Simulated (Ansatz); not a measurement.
**An O vacancy in rutile TiO2, 71 atoms, charge +1**

All numbers come from Ansatz (PAW, plane waves, no spin–orbit coupling) at the single k point (¼, ¼, ¼) without its symmetry partners. The atoms were relaxed with PBEsol in a fixed cell; other functionals are single points on those atoms unless said otherwise. The valence top and gap of the host come from its small cell on a dense mesh, with the band extrema sought between the mesh points, lined up by the mean potential, PBEsol gap 1.87 eV, r²SCAN gap 2.24 eV. The charge correction uses an assumed dielectric constant of 100.

Cell: a = 9.183 Å, b = 9.183 Å, c = 8.817 Å, α = 90.00°, β = 90.00°, γ = 90.00°.

Nearest atoms after relaxation, from the placed atom (for vacancies from the middle of the vacant sites): Ti at 2.23 Å, Ti at 2.23 Å, Ti at 2.27 Å, O at 2.43 Å, O at 2.69 Å, O at 2.70 Å, O at 2.70 Å, O at 2.70 Å.

Chemical potentials μ are those of reference phases of the elements at zero temperature by the same functional (the usual solids, diamond for C, grey Sn, and the molecules H2, N2, O2, F2, Cl2, Br2 and S8).

```
functional  E(defect) − E(host) − Σ nμ + q·E_VBM (eV)  monopole (eV)  alignment (eV)  formation energy at E_F = VBM (eV)  moment (μB)            wall time, shared host
    PBEsol                                       2.71           0.02           -0.09                                2.64          1.0  44 s on NVIDIA H100 (relaxation)
    r²SCAN                                       2.81           0.02           -0.09                                2.74          1.0               27 s on NVIDIA H100
```

r²SCAN one-electron levels near the gap (the ten most localised at most), from the host's valence top, not corrected for the charge's images:

```tsv
level (eV)	spin	filling	atoms sharing it	element of the atom with most weight
-0.25	down	1.00	48.7	spread
-0.24	up	1.00	48.7	spread
2.25	up	1.00	10.0	Ti
2.43	up	0.00	21.2	Ti
2.44	down	0.00	19.2	Ti
2.47	up	0.00	25.6	spread
2.49	down	0.00	30.0	spread
2.50	up	0.00	20.2	Ti
2.51	down	0.00	23.7	spread
```

The charge sits partly or wholly in a band of the host, at the cell's one k point and not at the band edge, so the formation energy is too high and the charge correction doesn't apply as it stands.

All elements are taken at their own reference at once; growth conditions in equilibrium with the host shift these energies, by up to the host's formation enthalpy.

One k point and a cell of this size can leave errors of several tenths of an eV in such numbers.
